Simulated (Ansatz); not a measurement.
## Two Ansatz runs on Ag

The cell is COD entry 1509145, as deposited and not checked against the literature; nothing was relaxed. The listed cell was then made from it by scaling, straining or moving an atom.

First run: DFT, PBE, PAW with Ansatz's default frozen-core files, scalar-relativistic (Ansatz 0.2.0).

Command: `ansatz run input.yaml --threads 1 --pin off --max-ram 2048MiB --backend cpu --events-out ev --progress --plain --runs-dir out` The run took 2.4 s on 1 thread of Intel(R) Xeon(R) 6975P-C (Granite Rapids), on a shared host, peak memory 0.43 GiB.

```yaml
crystal:
  lattice:
    - [2.8730994975, 0.0, 0.0]
    - [-1.4365497487, 2.4881771524, 0.0]
    - [0.0, 0.0, 4.9816]
  atoms:
    - { symbol: Ag, position: [0.3333333333, 0.6666666667, 0.25] }
    - { symbol: Ag, position: [0.6666666667, 0.3333333333, 0.75] }
kpoints:
  mp_grid: { grid: [14, 14, 8] }
scf:
  occupations: { method: fermi_dirac, width: 0.05 }
hamiltonian:
  xc: pbe
  pseudopotentials: { kind: paw }
output:
  forces: true
  stress: true
  eigenvalues: true
  efg: { contact_densities: true }
```

Result: converged; pressure 0.91 GPa; no gap on the k mesh; 6 SCF iterations.

The input is then changed:

```diff
@@ -5,6 +5,6 @@
     - [0.0, 0.0, 4.9816]
   atoms:
-    - { symbol: Ag, position: [0.3333333333, 0.6666666667, 0.25] }
-    - { symbol: Ag, position: [0.6666666667, 0.3333333333, 0.75] }
+    - { symbol: Ag, position: [0.3333333333, 0.6666666667, 0.25], spin: 2.0 }
+    - { symbol: Ag, position: [0.6666666667, 0.3333333333, 0.75], spin: 2.0 }
 kpoints:
   mp_grid: { grid: [14, 14, 8] }
@@ -19,3 +19,11 @@
   eigenvalues: true
   efg: { contact_densities: true }
+  write_density: true
+  write_potential: true
+  elf: true
+  volumetric_format: npy
+magnetization:
+  spin_polarized: true
+basis:
+  ecutwfc: "58.8 Ry"
```

(1) What does the second run give?

Answers

(1) It converged; pressure 0.91 GPa; moment 0.00 μB; 14 SCF iterations.
